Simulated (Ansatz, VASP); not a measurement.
**Cross-check of PC214 between VASP and Ansatz**

Wanted: the spread between two codes on one cell, functional and k mesh. The cell is taken from a series of runs on this material, whose earlier steps may have relaxed, scaled, displaced or heated it; both programs get it as it stands.

Main program and level: Ansatz 0.2.0; plane waves, with VASP 6.6.1 beside it; single point at LDA.

## 1. Set-up

The cell holds 215 atoms: 214 C and 1 P. Cell: a = 10.595 Å, b = 10.595 Å, c = 10.595 Å, α = 90.0°, β = 90.0°, γ = 90.0°. It derives from C (C (Fd-3m)). Nearest the centre at fractional (0.375, 0.375, 0.375): P215 at 0.00 Å, C105 at 1.96 Å, C106 at 1.96 Å, C78 at 1.96 Å, C31 at 1.97 Å, C16 at 1.97 Å, C107 at 1.97 Å, C86 at 2.65 Å.

## 2. Ansatz: single point, LDA

Ansatz runs on its default PAW (the set named soft_2) files.

With cell and atoms fixed, the geometry can't cause a difference; cores, projectors, grids and the points listed under the comparison can.

input.yaml

```yaml
crystal:
  lattice:
    - [10.5951881, 0.0, 0.0]
    - [0.0, 10.5951881, 0.0]
    - [0.0, 0.0, 10.5951881]
  atoms:
    - { symbol: C, position: [0.00050834263, 0.00050414852, 0.00025867497] }
    - { symbol: C, position: [0.00158123743, 0.16762957735, 0.1674085407] }
    - { symbol: C, position: [0.1676338957, 0.0015842829, 0.16741166914] }
    - { symbol: C, position: [0.16765948816, 0.16765819635, 0.00139457511] }
    - { symbol: C, position: [0.08420143097, 0.08420110053, 0.08398733626] }
    - { symbol: C, position: [0.08537165487, 0.25157307933, 0.25136759905] }
    - { symbol: C, position: [0.25157550231, 0.08539077376, 0.25137080525] }
    - { symbol: C, position: [0.25160013131, 0.25160083311, 0.08532187789] }
    - { symbol: C, position: [0.00058424698, 0.00058329306, 0.3334002857] }
    - { symbol: C, position: [-0.00016622588, 0.16665331204, 0.50040171503] }
    - { symbol: C, position: [0.16665675488, -0.00016379953, 0.50039776251] }
    - { symbol: C, position: [0.16962042597, 0.16962695177, 0.33542855651] }
    - { symbol: C, position: [0.08385662633, 0.08386318069, 0.41740362869] }
    - { symbol: C, position: [0.08144699372, 0.24951876774, 0.58500337314] }
    - { symbol: C, position: [0.24951596112, 0.08146386818, 0.58499174939] }
    - { symbol: C, position: [0.24857717463, 0.24862360932, 0.42611994223] }
    - { symbol: C, position: [-2.046584e-05, -2.474924e-05, 0.66683934168] }
    - { symbol: C, position: [0.00028652179, 0.16680301938, 0.83386232479] }
    - { symbol: C, position: [0.16680761896, 0.00028417697, 0.83386217654] }
    - { symbol: C, position: [0.16633456166, 0.16633578102, 0.66733946019] }
    - { symbol: C, position: [0.08315859883, 0.08315950681, 0.75060217396] }
    - { symbol: C, position: [0.08379501271, 0.25027789843, 0.91739753403] }
    - { symbol: C, position: [0.25027838956, 0.08379610542, 0.91739865141] }
    - { symbol: C, position: [0.24975485521, 0.24975802039, 0.75050157408] }
    - { symbol: C, position: [0.00060302779, 0.33365204131, 0.00038010515] }
    - { symbol: C, position: [-0.00018156208, 0.50065670163, 0.16642929116] }
    - { symbol: C, position: [0.16965494494, 0.33571988168, 0.16949808891] }
    - { symbol: C, position: [0.16667075014, 0.5006244311, -0.00037256906] }
    - { symbol: C, position: [0.08393887079, 0.41757060074, 0.08378303014] }
    - { symbol: C, position: [0.08139511895, 0.58528846123, 0.24938297671] }
    - { symbol: C, position: [0.24882472682, 0.42627806273, 0.24902145486] }
    - { symbol: C, position: [0.24956822272, 0.58518982723, 0.0813317062] }
    - { symbol: C, position: [0.00039158931, 0.33385440481, 0.333624896] }
    - { symbol: C, position: [-0.00078223844, 0.50025261449, 0.50000720933] }
    - { symbol: C, position: [0.16447990894, 0.33325426473, 0.50294404525] }
    - { symbol: C, position: [0.16434273845, 0.5033820145, 0.33287508881] }
    - { symbol: C, position: [0.08270857793, 0.41718046127, 0.41689495093] }
    - { symbol: C, position: [0.08233980067, 0.58368353387, 0.583453639] }
    - { symbol: C, position: [0.2466612102, 0.41682584043, 0.5852653784] }
    - { symbol: C, position: [0.24656783316, 0.58562381861, 0.41667263571] }
    - { symbol: C, position: [-0.00101809916, 0.33333966675, 0.66748392375] }
    - { symbol: C, position: [-0.00064061371, 0.50017607375, 0.83337137398] }
    - { symbol: C, position: [0.16655818334, 0.33341973631, 0.8337287998] }
    - { symbol: C, position: [0.16476794228, 0.50038678877, 0.66820874541] }
    - { symbol: C, position: [0.08223677607, 0.41665148507, 0.75081299718] }
    - { symbol: C, position: [0.08291402691, 0.58360855695, 0.91629320312] }
    - { symbol: C, position: [0.25007684346, 0.4168284483, 0.91659314006] }
    - { symbol: C, position: [0.24933746302, 0.58329615424, 0.74990847163] }
    - { symbol: C, position: [-3.094639e-05, 0.66706444941, -0.00028198126] }
    - { symbol: C, position: [0.0002577274, 0.83409300824, 0.16654050861] }
    - { symbol: C, position: [0.16628680911, 0.66761902804, 0.16608669453] }
    - { symbol: C, position: [0.16679369235, 0.83409112516, 2.512559e-05] }
    - { symbol: C, position: [0.08315252795, 0.75079623556, 0.08294882103] }
    - { symbol: C, position: [0.0837619923, 0.91758168644, 0.25005064302] }
    - { symbol: C, position: [0.24971497287, 0.75074542412, 0.24953207971] }
    - { symbol: C, position: [0.25026763025, 0.91758885322, 0.0835591702] }
    - { symbol: C, position: [-0.00108974475, 0.66777536327, 0.33306902762] }
    - { symbol: C, position: [-0.00066498027, 0.83361800837, 0.49994919931] }
    - { symbol: C, position: [0.16468100634, 0.66856012684, 0.50014438459] }
    - { symbol: C, position: [0.1665167779, 0.83397920778, 0.33318963559] }
    - { symbol: C, position: [0.08218850994, 0.75106100991, 0.41646821047] }
    - { symbol: C, position: [0.08288490591, 0.91647388859, 0.58344350691] }
    - { symbol: C, position: [0.24930913687, 0.75014671818, 0.58310321276] }
[... 36 lines left out ...]
    - { symbol: C, position: [0.50330598376, 0.33313996522, 0.16427015913] }
    - { symbol: C, position: [0.50021228147, 0.50020827041, -0.00096715536] }
    - { symbol: C, position: [0.41711940037, 0.41710938507, 0.082699203] }
    - { symbol: C, position: [0.41670468509, 0.58547093766, 0.24659863474] }
    - { symbol: C, position: [0.58549116838, 0.41671201343, 0.24658644207] }
    - { symbol: C, position: [0.58363265074, 0.58363065099, 0.08219416541] }
    - { symbol: C, position: [0.32369813521, 0.5010589705, 0.50047882073] }
    - { symbol: C, position: [0.50113820127, 0.32369157736, 0.50050961994] }
    - { symbol: C, position: [0.50137932189, 0.50133194219, 0.32341845538] }
    - { symbol: C, position: [0.4142405928, 0.58030205754, 0.58003416518] }
    - { symbol: C, position: [0.5803154313, 0.41424783567, 0.58003955456] }
    - { symbol: C, position: [0.58034814018, 0.58034031335, 0.41410784573] }
    - { symbol: C, position: [0.33284811923, 0.33285608167, 0.66683570033] }
    - { symbol: C, position: [0.33313737432, 0.49988909131, 0.83294118579] }
    - { symbol: C, position: [0.49989021982, 0.33313786543, 0.83294130542] }
    - { symbol: C, position: [0.49836824429, 0.49836577008, 0.6642135562] }
    - { symbol: C, position: [0.41611409988, 0.41611508949, 0.74930667238] }
    - { symbol: C, position: [0.41654657864, 0.58340677153, 0.9158063649] }
    - { symbol: C, position: [0.58340884486, 0.41654636628, 0.91580526332] }
    - { symbol: C, position: [0.58230819826, 0.58230869758, 0.74814034545] }
    - { symbol: C, position: [0.33332207628, 0.66772096739, -0.00127014018] }
    - { symbol: C, position: [0.33340589856, 0.83396762156, 0.16631863201] }
    - { symbol: C, position: [0.5004501297, 0.66850229567, 0.16454241482] }
    - { symbol: C, position: [0.50019227331, 0.83357998606, -0.00087563691] }
    - { symbol: C, position: [0.41662223568, 0.75098105694, 0.08205642807] }
    - { symbol: C, position: [0.41684101162, 0.9167588916, 0.24984664391] }
    - { symbol: C, position: [0.58331001325, 0.75013028192, 0.24913660328] }
    - { symbol: C, position: [0.58361501111, 0.91647044472, 0.08269578239] }
    - { symbol: C, position: [0.33278532241, 0.66723483805, 0.3326476989] }
    - { symbol: C, position: [0.33312609369, 0.83320702617, 0.49968835497] }
    - { symbol: C, position: [0.49839226419, 0.6645757732, 0.49816463549] }
    - { symbol: C, position: [0.49990960541, 0.83320385738, 0.33291775847] }
    - { symbol: C, position: [0.41611111386, 0.74956879491, 0.41591040219] }
    - { symbol: C, position: [0.41656085548, 0.91599862495, 0.5832161694] }
    - { symbol: C, position: [0.58233338828, 0.74838232626, 0.58212340278] }
    - { symbol: C, position: [0.58345015029, 0.91598723046, 0.41634509047] }
    - { symbol: C, position: [0.33240251408, 0.66600869227, 0.66573987642] }
    - { symbol: C, position: [0.3332367604, 0.83328691399, 0.83304398611] }
    - { symbol: C, position: [0.4996885414, 0.66617045271, 0.83213552812] }
    - { symbol: C, position: [0.49969920188, 0.83237760961, 0.66597556407] }
    - { symbol: C, position: [0.41631014139, 0.74936108312, 0.7491510645] }
    - { symbol: C, position: [0.41672970445, 0.91667974728, 0.91649051984] }
    - { symbol: C, position: [0.58315896658, 0.74968261532, 0.91567206103] }
    - { symbol: C, position: [0.58317277118, 0.91587560137, 0.74950941397] }
    - { symbol: C, position: [0.66706500589, -3.596651e-05, -0.00028266314] }
    - { symbol: C, position: [0.66762693955, 0.1662823883, 0.16608104172] }
    - { symbol: C, position: [0.83409435477, 0.00025206547, 0.16653888887] }
    - { symbol: C, position: [0.83409278028, 0.16678764035, 2.172558e-05] }
    - { symbol: C, position: [0.75079323314, 0.08315319582, 0.08294839544] }
    - { symbol: C, position: [0.7507494927, 0.2497133083, 0.24952708584] }
    - { symbol: C, position: [0.91757848834, 0.08375882754, 0.2500495091] }
    - { symbol: C, position: [0.91758455682, 0.2502660226, 0.08355471311] }
    - { symbol: C, position: [0.66777853682, -0.00109463886, 0.33306676343] }
    - { symbol: C, position: [0.66857205945, 0.16467868061, 0.50015146325] }
    - { symbol: C, position: [0.83361790637, -0.00066762213, 0.49995123241] }
    - { symbol: C, position: [0.83398240752, 0.16651311389, 0.33318817796] }
    - { symbol: C, position: [0.75105653109, 0.08219111945, 0.41646587196] }
    - { symbol: C, position: [0.75014896801, 0.2493099276, 0.58310573083] }
    - { symbol: C, position: [0.91646943574, 0.08288366304, 0.58344533648] }
    - { symbol: C, position: [0.91675619585, 0.25005502192, 0.41661904624] }
    - { symbol: C, position: [0.66681393756, -0.00082953148, 0.66658567779] }
    - { symbol: C, position: [0.66705219639, 0.16635823048, 0.83324138514] }
    - { symbol: C, position: [0.83353947162, -8.199993e-05, 0.83329768049] }
    - { symbol: C, position: [0.8335012187, 0.16634468568, 0.66684307757] }
    - { symbol: C, position: [0.7499975828, 0.08290221635, 0.74981649193] }
    - { symbol: C, position: [0.7506070981, 0.24979016228, 0.91616284627] }
    - { symbol: C, position: [0.91701245333, 0.08335179421, 0.91680567931] }
    - { symbol: C, position: [0.91638332532, 0.24977480013, 0.75041342001] }
    - { symbol: C, position: [0.66773026427, 0.33331496894, -0.00127859418] }
    - { symbol: C, position: [0.66852008478, 0.50044654385, 0.164531236] }
    - { symbol: C, position: [0.83397194431, 0.3334040253, 0.16631337764] }
    - { symbol: C, position: [0.83358362346, 0.50019146065, -0.00087927739] }
    - { symbol: C, position: [0.75098539128, 0.41662675898, 0.08205017081] }
    - { symbol: C, position: [0.75013343745, 0.58331304179, 0.2491326752] }
    - { symbol: C, position: [0.91675325709, 0.41684143372, 0.24984392895] }
    - { symbol: C, position: [0.91646561832, 0.58362220425, 0.08269133697] }
    - { symbol: C, position: [0.66725928757, 0.33278533967, 0.33263963357] }
    - { symbol: C, position: [0.66459518979, 0.49839293537, 0.49816759544] }
    - { symbol: C, position: [0.83321372665, 0.3331247672, 0.49969094121] }
    - { symbol: C, position: [0.8332105209, 0.499911167, 0.33291571991] }
    - { symbol: C, position: [0.74957571783, 0.41611157384, 0.41591004273] }
    - { symbol: C, position: [0.74838577509, 0.582337113, 0.58212659558] }
    - { symbol: C, position: [0.91599491967, 0.41656210294, 0.58322134867] }
    - { symbol: C, position: [0.91598440207, 0.58345336851, 0.41634649] }
    - { symbol: C, position: [0.66602689586, 0.33239630838, 0.66575082434] }
    - { symbol: C, position: [0.66617174516, 0.49968880425, 0.83213654979] }
    - { symbol: C, position: [0.83329090236, 0.33323092474, 0.83304454183] }
    - { symbol: C, position: [0.83238172952, 0.4997004601, 0.6659795148] }
    - { symbol: C, position: [0.74936315642, 0.41631456474, 0.74915368116] }
    - { symbol: C, position: [0.74968043248, 0.583163652, 0.91567173352] }
    - { symbol: C, position: [0.91667524397, 0.41673582857, 0.91648910034] }
    - { symbol: C, position: [0.91587355989, 0.58317886485, 0.74951262624] }
    - { symbol: C, position: [0.66680810152, 0.6668069962, -0.00106818955] }
    - { symbol: C, position: [0.66708156965, 0.83349244373, 0.16609127049] }
    - { symbol: C, position: [0.8334972691, 0.66708276599, 0.16608941661] }
    - { symbol: C, position: [0.83353750368, 0.83353480929, -0.00033886131] }
    - { symbol: C, position: [0.74998729506, 0.74999159856, 0.08269486985] }
    - { symbol: C, position: [0.75063134851, 0.91634847571, 0.24958520138] }
    - { symbol: C, position: [0.91634876323, 0.75063412199, 0.24958302458] }
    - { symbol: C, position: [0.91700645184, 0.91700737737, 0.08313684033] }
    - { symbol: C, position: [0.66610776992, 0.66610078499, 0.33213158755] }
    - { symbol: C, position: [0.66620466881, 0.83238452153, 0.49948411979] }
    - { symbol: C, position: [0.83238765262, 0.6662072113, 0.49948512694] }
    - { symbol: C, position: [0.83329520942, 0.83329203614, 0.3329694717] }
    - { symbol: C, position: [0.74938115361, 0.74938201581, 0.41613427303] }
    - { symbol: C, position: [0.74970888927, 0.9158736546, 0.58299399024] }
    - { symbol: C, position: [0.91587198031, 0.74971440464, 0.58299547173] }
    - { symbol: C, position: [0.91667038106, 0.9166735878, 0.41656518334] }
    - { symbol: C, position: [0.66576547299, 0.66576543335, 0.66554719319] }
    - { symbol: C, position: [0.66661446744, 0.83295263457, 0.8327278363] }
    - { symbol: C, position: [0.83295414152, 0.66661499673, 0.83272846242] }
    - { symbol: C, position: [0.83296014109, 0.83295931183, 0.66639737307] }
    - { symbol: C, position: [0.74945821797, 0.74946255779, 0.74927548194] }
    - { symbol: C, position: [0.75004335212, 0.91642984812, 0.91623644747] }
    - { symbol: C, position: [0.9164269896, 0.75004898926, 0.91623638061] }
    - { symbol: C, position: [0.91642901059, 0.91643198431, 0.74987304405] }
    - { symbol: P, position: [0.37501982943, 0.37501494793, 0.37479552797] }
  host:
    repeats: [3, 3, 3]
    atoms:
      - { symbol: C, position: [0.0, 0.0, 0.0] }
      - { symbol: C, position: [0.0, 0.5, 0.5] }
      # ... 6 more atoms of the perfect host
basis:
  ecutwfc: 420
  xc_grid: 2
hamiltonian:
  xc: lda
kpoints:
  mp_grid: { grid: [1, 1, 1] }
magnetization:
  spin_polarized: true
  initial_magnetization: 1
  spin_locking: { lock_magnetization: hard }
scf:
  occupations: { method: fermi_dirac, width: 0.01 }
  max_iter: 80
  n_extra_bands: 16
  lower_state_search: "off"
output:
  forces: true
checkpoint:
  read: "../exc.ground.q0_M1.run"
  write: "../exc0_q0_M1.ground.l0.67.run"
  compress: false
  write_wavefunctions: false
  write_every: 100000
```

The run is started by

```console
$ ansatz run input.yaml --threads 12 --pin off --max-ram 56524MiB --backend cuda --events-out ev --progress --plain --runs-dir out --max-vram 78GiB
```

Output:

```text
Warning: the band count 447 (scf.n_extra_bands) hosts the net moment |M| = 1.0000 μB (N_el = 861) but caps the reachable moment at 2·n_bands − N_el = 33.0000 μB, below the 646 bands that the automatic [...]
Warning: checkpoint.read: the run can stay near the saved state's solution: 215 site(s) moved relative to the saved geometry (max |Δs| = 2.647e-3 fractional); the SCF starts from the saved state under [...]
[...]
Engine: ansatz 0.2.0, aarch64-unknown-linux-gnu
[...]
Pseudopotential: C, paw, valence charge 4, recommended cutoff 420 eV (normal), C.paw.azcp
Pseudopotential: P, paw, valence charge 5, recommended cutoff 420 eV (normal), P.paw.azcp
Functional definition: SPW92
[...]
Crystal: 215 atoms, lattice volume = 1189.395 Å³
Basis set: ecut = 420 eV, 23127 PW (Γ), exchange–correlation on 144×144×144 points (8 copies of the dense FFT grid, shifted against one another)
[...]
k-points: 1
[...]
Functional: x = slater, c = lda
[...]
SCF iter   1: F=—  HF=-52719.448735 eV  |F-HF|=—  |Δ(HF+E_count)|=         —  Δρ=2.39e-3 (↑1.51e-3 ↓2.39e-3)  dr2=1.51e-1  dr2_m=1.02e-2  M=1.000 μB ∫|m|=1.036 μB  β_m=0.30  ethr=1.81e-5  ⟨swp⟩=3.0  H [...]
preconditioner: auto → Kerker (q_TF=auto, 2.585 Å⁻¹)  [metal: Δε(μ)=0.008 eV  Ē_g=13.407 eV  σ=0.010 eV  W_gap=0.20  n_scr=364 (ndim 8)  ℏωp=31.6 eV  f_vac=0.000  D(μ)=47.91/eV (n_scr^D=388)]
spin=Collinear: Kerker preconditioning applied to the charge; magnetization (m = ρ↑ − ρ↓) channel mixes plain (no charge-response kernel on spin).
SCF iter   2: F=—  HF=-52719.431241 eV  |F-HF|=—  |Δ(HF+E_count)|=   1.75e-2  Δρ=1.11e-3 (↑1.10e-3 ↓1.11e-3)  dr2=5.20e-2  dr2_m=6.77e-4  M=1.000 μB ∫|m|=1.035 μB  β_m=0.43  ethr=1.76e-5  ⟨swp⟩=2.0  H [...]
[...]
SCF 1 converged in 13 iterations: F = -52719.418483 eV  dr2 = 2.24e-9
[...]
SCF converged after 13 iterations
[...]
```

(Part 1 of 2 ends here.)

[Lines on the potential files, build, host, timing and source positions are cut from VASP's logs without a mark.]

[Logs are printed without paths, hosts, clocks, repeated set-up lines and the standing remarks that a program may print on its own settings, such as how far it seeks lower states.]

[Hosts, paths, dates, database ids (printed as entryN), source tags and the programs' standing remarks are cut or masked in the printed files.]
